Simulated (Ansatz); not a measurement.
# Co: the cost of one run

Method: DFT PBE, plane waves, PAW, scalar-relativistic, collinear spin, in Ansatz 0.2.0.

## Step 1: The system as given

The cell holds 13 atoms (Co13): a = 5.020 Å, b = 5.020 Å, c = 17.071 Å, α = 90.00°, β = 90.00°, γ = 60.00°.

As a file:

```
CELL_PARAMETERS angstrom
5.02000 0.00000 0.00000
2.51000 4.34745 0.00000
0.00000 0.00000 17.07122
ATOMIC_POSITIONS crystal
Co 0.00000 0.00000 0.05858
Co 0.50000 0.00000 0.05858
Co 0.00000 0.50000 0.05858
Co 0.50000 0.50000 0.05858
Co 0.83333 0.33333 0.17782
Co 0.33333 0.33333 0.17782
Co 0.83333 0.83333 0.17782
Co 0.33333 0.83333 0.17782
Co 0.00000 0.00000 0.29706
Co 0.50000 0.00000 0.29706
Co 0.00000 0.50000 0.29706
Co 0.50000 0.50000 0.29706
Co 0.65195 0.69509 0.42652
```

## Step 2: Preparing the start

Contents of input.yaml:

```yaml
crystal:
  lattice:
    - [5.02, 0.0, 0.0]
    - [2.51, 4.347448, 0.0]
    - [0.0, 0.0, 17.07122]
  atoms:
    - { symbol: Co, position: [0.0, 0.0, 0.0585781], spin: 1.8 }
    - { symbol: Co, position: [0.5, 0.0, 0.0585781], spin: 1.8 }
    - { symbol: Co, position: [0.0, 0.5, 0.0585781], spin: 1.8 }
    - { symbol: Co, position: [0.5, 0.5, 0.0585781], spin: 1.8 }
    - { symbol: Co, position: [-0.1666667, 0.3333333, 0.1778203], spin: 1.8 }
    - { symbol: Co, position: [0.3333333, 0.3333333, 0.1778203], spin: 1.8 }
    - { symbol: Co, position: [-0.1666667, 0.8333333, 0.1778203], spin: 1.8 }
    - { symbol: Co, position: [0.3333333, 0.8333333, 0.1778203], spin: 1.8 }
    - { symbol: Co, position: [0.0, 0.0, 0.2970625], spin: 1.8 }
    - { symbol: Co, position: [0.5, 0.0, 0.2970625], spin: 1.8 }
    - { symbol: Co, position: [0.0, 0.5, 0.2970625], spin: 1.8 }
    - { symbol: Co, position: [0.5, 0.5, 0.2970625], spin: 1.8 }
    - { symbol: Co, position: [0.6519505, 0.6950931, 0.4265202], spin: 1.0 }
magnetization:
  spin_polarized: true
basis:
  ecutwfc: 420.0
kpoints:
  mp_grid: { grid: [3, 3, 1] }
hamiltonian:
  xc: pbe
scf:
  occupations: { method: fermi_dirac, width: 0.15 }
  lower_state_search: "off"
relax:
  f_tol: 0.08
  max_steps: 25
  adjacent_minimum: "off"
  constraints: [{ sites: [0, 1, 2, 3] }]
output:
  write_density: true
  write_potential: true
  elf: true
  volumetric_format: npy
```

Command:

```
$ ansatz run input.yaml --threads 4 --pin off --max-ram 10240MiB --backend cpu --events-out ev --progress --plain --runs-dir out
```

**Question.** How long does this run take on 4 threads of Intel Xeon Platinum 8259CL at 2.50GHz (Skylake/Cascade Lake), shared host, and how much memory does it need?

About 2.2 min, with a peak of 1.8 GiB.
